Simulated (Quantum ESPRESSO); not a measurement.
LiF (Griceite):

```
CELL_PARAMETERS angstrom
0.00000 2.01400 2.01400
2.01400 0.00000 2.01400
2.01400 2.01400 0.00000
ATOMIC_POSITIONS crystal
F 0.50000 0.50000 0.50000
Li 0.00000 0.00000 0.00000
```

Base run:

```yaml
Program: Quantum ESPRESSO 7.5
Functional: PBE
Potentials_or_basis: SG15 PBE 1.2
Cutoff: 952 eV
Density_cutoff: 3810 eV
k_mesh: 8 × 8 × 8
Occupations: fermi-dirac, width 0.05 eV
Spin: no spin polarisation
```

Its results: band gap on the k mesh 9.13 eV, direct.

Task: The run is repeated on the same cell with these changes: functional from PBE to r2SCAN; cutoff from 952 eV to 1197 eV; density cutoff from 3810 eV to 4789 eV. What comes out?

Result: Band gap on the k mesh 10.10 eV, direct.

r2SCAN gives the wider gap, since meta-GGAs in the generalised Kohn-Sham scheme recover part of the derivative discontinuity.

Not every run made on this cell is shown here.
